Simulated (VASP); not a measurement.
# BiTe (R-3m) in VASP: a series of runs, part 2 of 2

VASP 6.6.1. The steps go on from the part before.

## 5. Single point, PBE

INCAR reads:

```
PREC = Accurate
ENCUT = 550
EDIFF = 1E-7
ISMEAR = 0
SIGMA = 0.05
LREAL = F
LASPH = T
NELM = 100
ALGO = Normal
ISIF = 2
LWAVE = F
LCHARG = F
GGA = PE
NBANDS = 18
ADDGRID = F
```

KPOINTS reads:

```
Automatic mesh
0
Gamma
  6 6 6
```

POSCAR reads:

```
BiTe
1.0
    2.4227077728      1.3987509848      3.3172919545
   -2.4227077728      1.3987509848      3.3172919545
    0.0000000000     -2.7975019696      3.3172919545
Bi Te
1 1
Direct
    0.5000000000      0.5000000000      0.5000000000
    0.0000000000      0.0000000000      0.0000000000
```

Potentials or basis: VASP PAW PBE potentials, release 64 (Bi_d, Te).

Started as:

```console
$ cat potpaw_PBE.64/Bi_d/POTCAR potpaw_PBE.64/Te/POTCAR > POTCAR
$ mpirun -np 1 vasp_std > vasp.out
```

OUTCAR:

```text
PREC = Accurate
   ENCUT = 550
   EDIFF = 1E-7
   ISMEAR = 0
   LREAL = F
   LASPH = T
   NELM = 100
   ISIF = 2
   GGA = PE

 Found     32 irreducible k-points:

 Following reciprocal coordinates:
            Coordinates               Weight
  0.000000  0.000000  0.000000      1.000000
  0.166667 -0.000000  0.000000      6.000000
  0.333333 -0.000000  0.000000      6.000000
  0.500000 -0.000000  0.000000      3.000000
  0.166667  0.166667  0.000000      6.000000
  0.333333  0.166667  0.000000     12.000000
   k-points           NKPTS =     32   k-points in BZ     NKDIM =     32   number of bands    NBANDS=     18
   number of dos      NEDOS =    301   number of ions     NIONS =      2
   total plane-waves  NPLWV =  46656
   dimension x,y,z NGX =    36 NGY =   36 NGZ =   36
   dimension x,y,z NGXF=    72 NGYF=   72 NGZF=   72
   ions per type =               1   1
   NGX,Y,Z   is equivalent  to a cutoff of  13.79, 13.79, 13.79 a.u.
   NGXF,Y,Z  is equivalent  to a cutoff of  27.58, 27.58, 27.58 a.u.
 SYSTEM =  unknown system
   PREC   = accura    normal or accurate (medium, high low for compatibility)
   ISTART =      0    job   : 0-new  1-cont  2-samecut
   ICHARG =      2    charge: 1-file 2-atom 10-const
   ISPIN  =      1    spin polarized calculation?
   LNONCOLLINEAR =      F non collinear calculations
   LSORBIT =      F    spin-orbit coupling
   LASPH  =      T    aspherical Exc in radial PAW
   ENCUT  =  550.0 eV  40.42 Ry    6.36 a.u.   8.30  8.30  8.30*2*pi/ulx,y,z
   NELM   =    100;   NELMIN=  2; NELMDL= -5     # of ELM steps
   EDIFF  = 0.1E-06   stopping-criterion for ELM
[... 30 lines left out ...]
 non-spin polarized calculation
 Gauss-broadening in eV      SIGMA  =   0.05
  energy-cutoff  :      550.00
  volume of cell :       67.45
 maximum number of plane-waves:      1988
 NGX is ok and might be reduce to    36
   NGX = 17   NGY = 17   NGZ = 17

 number of electron      21.0000005 magnetization

 Free energy of the ion-electron system (eV)
  ---------------------------------------------------
  ext. energy  EPLUGINS =         0.00000000
  ---------------------------------------------------
  free energy    TOTEN  =        -7.18381269 eV

  energy without entropy =       -7.18173037  energy(sigma->0) =       -7.18277153

 E-fermi :   6.6434     XC(G=0):  -9.4787

 val. band max:        6.6299340119   @ k =   0.5000   0.3333   0.1667
 cond. band min:       6.6756231254   @ k =   0.3333   0.3333   0.1667
 fundamental gap:      0.0456891134
 Fermi energy:         6.6433844444

 k-point     1 :       0.0000    0.0000    0.0000
  band No.  band energies     occupation
      1     -16.5615      2.00000
      2     -16.5615      2.00000
      3     -16.5487      2.00000
      4     -16.5487      2.00000
      5     -16.5339      2.00000
      6      -6.8135      2.00000
[... 10 lines left out ...]
     17      13.3153      0.00000
     18      13.5489      0.00000

 k-point     2 :       0.1667   -0.0000    0.0000
  band No.  band energies     occupation
      1     -16.5613      2.00000
      2     -16.5609      2.00000
      3     -16.5501      2.00000
      4     -16.5469      2.00000
      5     -16.5334      2.00000
      6      -6.5777      2.00000
[... 10 lines left out ...]
     17      14.1919      0.00000
     18      14.6052      0.00000

 k-point     3 :       0.3333   -0.0000    0.0000
  band No.  band energies     occupation
      1     -16.5616      2.00000
      2     -16.5602      2.00000
      3     -16.5524      2.00000
      4     -16.5440      2.00000
      5     -16.5312      2.00000
      6      -5.8876      2.00000
[... 10 lines left out ...]
     17      15.4292      0.00000
     18      16.3737      0.00000

 k-point     4 :       0.5000   -0.0000    0.0000
  band No.  band energies     occupation
      1     -16.5618      2.00000
      2     -16.5602      2.00000
      3     -16.5531      2.00000
      4     -16.5429      2.00000
      5     -16.5295      2.00000
      6      -4.9066      2.00000
[... 10 lines left out ...]
     17      14.5161      0.00000
     18      17.3220      0.00000

 k-point     5 :       0.1667    0.1667    0.0000
  band No.  band energies     occupation
      1     -16.5626      2.00000
      2     -16.5601      2.00000
      3     -16.5499      2.00000
      4     -16.5452      2.00000
      5     -16.5336      2.00000
      6      -6.4845      2.00000
[... 10 lines left out ...]
     17      13.5256      0.00000
     18      13.8844      0.00000

 k-point     6 :       0.3333    0.1667    0.0000
  band No.  band energies     occupation
      1     -16.5637      2.00000
      2     -16.5597      2.00000
      3     -16.5513      2.00000
      4     -16.5420      2.00000
      5     -16.5318      2.00000
      6      -5.9501      2.00000
[... 10 lines left out ...]
     17      14.8719      0.00000
     18      15.5841      0.00000

 [... further k-points ...]
[... 5 lines left out ...]
  --------------------------------------------------------------------------------------
  -------------------------------------------------------------------------------------
  Total       -0.0152852     -0.0152852     -0.1471460      0.0000000     -0.0000000      0.0000000
  in kB       -0.3630837     -0.3630837     -3.4952851      0.0000000     -0.0000000      0.0000000
  external PRESSURE =      -1.4071508 kB  Pullay stress =       0.0000000 kB

 VOLUME and BASIS-vectors are now :
 -----------------------------------------------------------------------------
  energy-cutoff  :      550.00
  volume of cell :       67.45
      direct lattice vectors                 reciprocal lattice vectors
     2.422707773  1.398750985  3.317291954     0.206380648  0.119153923  0.100483568
    -2.422707773  1.398750985  3.317291954    -0.206380648  0.119153923  0.100483568
     0.000000000 -2.797501970  3.317291954     0.000000000 -0.238307845  0.100483568

 POSITION                                       TOTAL-FORCE (eV/Angst)
 -----------------------------------------------------------------------------------
      0.00000      0.00000      4.97594         0.000000     -0.000000      0.000000
      0.00000      0.00000      0.00000         0.000000      0.000000     -0.000000
 -----------------------------------------------------------------------------------
    total drift:                               -0.000000     -0.000000      0.000000

  FREE ENERGIE OF THE ION-ELECTRON SYSTEM (eV)
  ---------------------------------------------------
  free  energy   TOTEN  =        -7.1838126890 eV

  energy  without entropy=       -7.1817303720  energy(sigma->0) =       -7.18277153
```

OSZICAR:

```text
N       E                     dE             d eps       ncg     rms          rms(c)
DAV:   1     0.158827789918E+03    0.15883E+03   -0.10222E+04  1152   0.117E+03
DAV:   2     0.494929445089E+01   -0.15388E+03   -0.15018E+03  1216   0.311E+02
DAV:   3    -0.687226139135E+01   -0.11822E+02   -0.11699E+02  1414   0.885E+01
DAV:   4    -0.721170140175E+01   -0.33944E+00   -0.33919E+00  1450   0.159E+01
DAV:   5    -0.722335668965E+01   -0.11655E-01   -0.11655E-01  1500   0.274E+00    0.577E+00
DAV:   6    -0.718019926021E+01    0.43157E-01   -0.14161E-01  1660   0.222E+00    0.356E+00
DAV:   7    -0.718373423521E+01   -0.35350E-02   -0.34311E-02  1382   0.924E-01    0.738E-01
DAV:   8    -0.718368911953E+01    0.45116E-04   -0.49898E-03  1436   0.480E-01    0.137E-01
DAV:   9    -0.718381264802E+01   -0.12353E-03   -0.49056E-04  1328   0.136E-01    0.498E-02
DAV:  10    -0.718381323428E+01   -0.58626E-06   -0.25544E-05  1532   0.297E-02    0.299E-02
DAV:  11    -0.718381326573E+01   -0.31458E-07   -0.18550E-05  1404   0.330E-02    0.521E-03
DAV:  12    -0.718381278199E+01    0.48374E-06   -0.35913E-06  1488   0.154E-02    0.335E-03
DAV:  13    -0.718381265740E+01    0.12459E-06   -0.26630E-07  1294   0.367E-03    0.998E-04
DAV:  14    -0.718381268900E+01   -0.31598E-07   -0.27460E-08   696   0.163E-03
   1 F= -.71838127E+01 E0= -.71827715E+01  d E =-.208232E-02
```

Run time: 31 s. Hardware: 1 thread of Intel Xeon 6975P-C (Granite Rapids), shared host; peak memory 0.22 GiB.

The run converged, but some of its settings lie outside the range that counts as converged, so its numbers aren't taken as properties of the crystal.

Results:

```yaml
Free_energy: -7.1838 eV
Pressure: -0.1 GPa
Band_gap_on_the_k_mesh: none (metal or under the smearing width)
```

Caveat: spin-orbit coupling is left out, which moves the levels of the heavy elements.

## 6. Single point, PBE

INCAR is that of step 5.

KPOINTS is that of step 5.

POSCAR reads:

```
BiTe
1.0
    2.4227077728      1.3987509848      3.3172919545
   -2.4227077728      1.3987509848      3.3172919545
    0.0000000000     -2.7975019696      3.3172919545
Bi Te
1 1
Direct
    0.5120250000      0.5038480000      0.5048510000
   -0.0040940000     -0.0152210000     -0.0035880000
```

Potentials or basis: VASP PAW PBE potentials, release 64 (Bi_d, Te).

Started as:

```console
$ cat potpaw_PBE.64/Bi_d/POTCAR potpaw_PBE.64/Te/POTCAR > POTCAR
$ mpirun -np 1 vasp_std > vasp.out
```

OUTCAR:

```text
PREC = Accurate
   ENCUT = 550
   EDIFF = 1E-7
   ISMEAR = 0
   LREAL = F
   LASPH = T
   NELM = 100
   ISIF = 2
   GGA = PE

 Found    112 irreducible k-points:

 Following reciprocal coordinates:
            Coordinates               Weight
  0.000000  0.000000  0.000000      1.000000
  0.166667 -0.000000  0.000000      2.000000
 -0.000000  0.166667  0.000000      2.000000
  0.000000  0.000000  0.166667      2.000000
  0.333333 -0.000000  0.000000      2.000000
 -0.000000  0.333333  0.000000      2.000000
   k-points           NKPTS =    112   k-points in BZ     NKDIM =    112   number of bands    NBANDS=     18
   number of dos      NEDOS =    301   number of ions     NIONS =      2
   total plane-waves  NPLWV =  46656
   dimension x,y,z NGX =    36 NGY =   36 NGZ =   36
   dimension x,y,z NGXF=    72 NGYF=   72 NGZF=   72
   ions per type =               1   1
   NGX,Y,Z   is equivalent  to a cutoff of  13.79, 13.79, 13.79 a.u.
   NGXF,Y,Z  is equivalent  to a cutoff of  27.58, 27.58, 27.58 a.u.
 SYSTEM =  unknown system
   PREC   = accura    normal or accurate (medium, high low for compatibility)
   ISTART =      0    job   : 0-new  1-cont  2-samecut
   ICHARG =      2    charge: 1-file 2-atom 10-const
   ISPIN  =      1    spin polarized calculation?
   LNONCOLLINEAR =      F non collinear calculations
   LSORBIT =      F    spin-orbit coupling
   LASPH  =      T    aspherical Exc in radial PAW
   ENCUT  =  550.0 eV  40.42 Ry    6.36 a.u.   8.30  8.30  8.30*2*pi/ulx,y,z
   NELM   =    100;   NELMIN=  2; NELMDL= -5     # of ELM steps
   EDIFF  = 0.1E-06   stopping-criterion for ELM
[... 30 lines left out ...]
 non-spin polarized calculation
 Gauss-broadening in eV      SIGMA  =   0.05
  energy-cutoff  :      550.00
  volume of cell :       67.45
 maximum number of plane-waves:      1988
 NGX is ok and might be reduce to    36
   NGX = 17   NGY = 17   NGZ = 17

 number of electron      21.0000000 magnetization

 Free energy of the ion-electron system (eV)
  ---------------------------------------------------
  ext. energy  EPLUGINS =         0.00000000
  ---------------------------------------------------
  free energy    TOTEN  =        -7.16771749 eV

  energy without entropy =       -7.16542068  energy(sigma->0) =       -7.16656909

 E-fermi :   6.6078     XC(G=0):  -9.4757

 val. band max:        6.6054400954   @ k =   0.5000  -0.1667  -0.3333
 cond. band min:       6.6114926947   @ k =   0.3333   0.3333   0.1667
 fundamental gap:      0.0060525993
 Fermi energy:         6.6077611382

 k-point     1 :       0.0000    0.0000    0.0000
  band No.  band energies     occupation
      1     -16.5542      2.00000
      2     -16.5539      2.00000
      3     -16.5415      2.00000
      4     -16.5415      2.00000
      5     -16.5269      2.00000
      6      -6.8264      2.00000
[... 10 lines left out ...]
     17      13.3362      0.00000
     18      13.5667      0.00000

 k-point     2 :       0.1667   -0.0000    0.0000
  band No.  band energies     occupation
      1     -16.5540      2.00000
      2     -16.5535      2.00000
      3     -16.5429      2.00000
      4     -16.5397      2.00000
      5     -16.5263      2.00000
      6      -6.5907      2.00000
[... 10 lines left out ...]
     17      14.1845      0.00000
     18      14.5981      0.00000

 k-point     3 :      -0.0000    0.1667    0.0000
  band No.  band energies     occupation
      1     -16.5539      2.00000
      2     -16.5536      2.00000
      3     -16.5428      2.00000
      4     -16.5398      2.00000
      5     -16.5263      2.00000
      6      -6.5911      2.00000
[... 10 lines left out ...]
     17      14.1870      0.00000
     18      14.6021      0.00000

 k-point     4 :       0.0000    0.0000    0.1667
  band No.  band energies     occupation
      1     -16.5541      2.00000
      2     -16.5534      2.00000
      3     -16.5428      2.00000
      4     -16.5397      2.00000
      5     -16.5264      2.00000
      6      -6.5902      2.00000
[... 10 lines left out ...]
     17      14.1790      0.00000
     18      14.5875      0.00000

 k-point     5 :       0.3333   -0.0000    0.0000
  band No.  band energies     occupation
      1     -16.5543      2.00000
      2     -16.5529      2.00000
      3     -16.5450      2.00000
      4     -16.5366      2.00000
      5     -16.5241      2.00000
      6      -5.9020      2.00000
[... 10 lines left out ...]
     17      15.4249      0.00000
     18      16.3581      0.00000

 k-point     6 :      -0.0000    0.3333    0.0000
  band No.  band energies     occupation
      1     -16.5544      2.00000
      2     -16.5529      2.00000
      3     -16.5450      2.00000
      4     -16.5368      2.00000
      5     -16.5239      2.00000
      6      -5.9041      2.00000
[... 10 lines left out ...]
     17      15.4324      0.00000
     18      16.3602      0.00000

 [... further k-points ...]
[... 5 lines left out ...]
  --------------------------------------------------------------------------------------
  -------------------------------------------------------------------------------------
  Total        0.0442589      0.1369605     -0.0570643      0.0158203      0.0145555     -0.0045331
  in kB        1.0513193      3.2533414     -1.3554984      0.3757922      0.3457499     -0.1076785
  external PRESSURE =       0.9830541 kB  Pullay stress =       0.0000000 kB

 VOLUME and BASIS-vectors are now :
 -----------------------------------------------------------------------------
  energy-cutoff  :      550.00
  volume of cell :       67.45
      direct lattice vectors                 reciprocal lattice vectors
     2.422707773  1.398750985  3.317291954     0.206380648  0.119153923  0.100483568
    -2.422707773  1.398750985  3.317291954    -0.206380648  0.119153923  0.100483568
     0.000000000 -2.797501970  3.317291954     0.000000000 -0.238307845  0.100483568

 POSITION                                       TOTAL-FORCE (eV/Angst)
 -----------------------------------------------------------------------------------
      0.01981      0.00863      5.04469         0.017054     -0.063731     -0.223250
      0.02696     -0.01698      9.87590        -0.017054      0.063731      0.223250
 -----------------------------------------------------------------------------------
    total drift:                                0.000231      0.000152     -0.000404

  FREE ENERGIE OF THE ION-ELECTRON SYSTEM (eV)
  ---------------------------------------------------
  free  energy   TOTEN  =        -7.1677174892 eV

  energy  without entropy=       -7.1654206813  energy(sigma->0) =       -7.16656909
```

OSZICAR:

```text
N       E                     dE             d eps       ncg     rms          rms(c)
DAV:   1     0.162425705657E+03    0.16243E+03   -0.10286E+04  4032   0.118E+03
DAV:   2     0.548207603692E+01   -0.15694E+03   -0.15271E+03  4270   0.313E+02
DAV:   3    -0.685190872312E+01   -0.12334E+02   -0.12208E+02  4954   0.907E+01
DAV:   4    -0.719505372252E+01   -0.34314E+00   -0.34235E+00  5174   0.161E+01
DAV:   5    -0.720718222632E+01   -0.12129E-01   -0.12127E-01  5490   0.281E+00    0.579E+00
DAV:   6    -0.716409571514E+01    0.43087E-01   -0.14114E-01  5766   0.223E+00    0.361E+00
DAV:   7    -0.716758271635E+01   -0.34870E-02   -0.32990E-02  4764   0.909E-01    0.746E-01
DAV:   8    -0.716758560546E+01   -0.28891E-05   -0.43970E-03  4918   0.446E-01    0.146E-01
DAV:   9    -0.716771651432E+01   -0.13091E-03   -0.46508E-04  4738   0.136E-01    0.529E-02
DAV:  10    -0.716771757825E+01   -0.10639E-05   -0.19176E-05  5372   0.289E-02    0.310E-02
DAV:  11    -0.716771777208E+01   -0.19383E-06   -0.93504E-06  4644   0.229E-02    0.321E-03
DAV:  12    -0.716771750954E+01    0.26254E-06   -0.13151E-06  5102   0.940E-03    0.148E-03
DAV:  13    -0.716771748918E+01    0.20355E-07   -0.17022E-07  3814   0.296E-03
   1 F= -.71677175E+01 E0= -.71665691E+01  d E =-.229681E-02
```

stdout:

```text
POSCAR found type information on POSCAR BiTe
 POSCAR found :  2 types and       2 ions
 scaLAPACK will be used
 LDA part: xc-table for (Slater+PW92), standard interpolation
 POSCAR, INCAR and KPOINTS ok, starting setup
 FFT: planning ... GRIDC
 FFT: planning ... GRID_SOFT
 FFT: planning ... GRID
 WAVECAR not read
 entering main loop
```

Run time: 69 s. Hardware: 1 thread of Intel Xeon 6975P-C (Granite Rapids), shared host; peak memory 0.3 GiB.

These settings aren't checked as converged: the numbers below hold their error.

Results:

```yaml
Free_energy: -7.1677 eV
Pressure: 0.1 GPa
Largest_force: 0.233 eV/Å
Band_gap_on_the_k_mesh: none (metal or under the smearing width)
```

Caveat: spin-orbit coupling is left out, which moves the levels of the heavy elements.
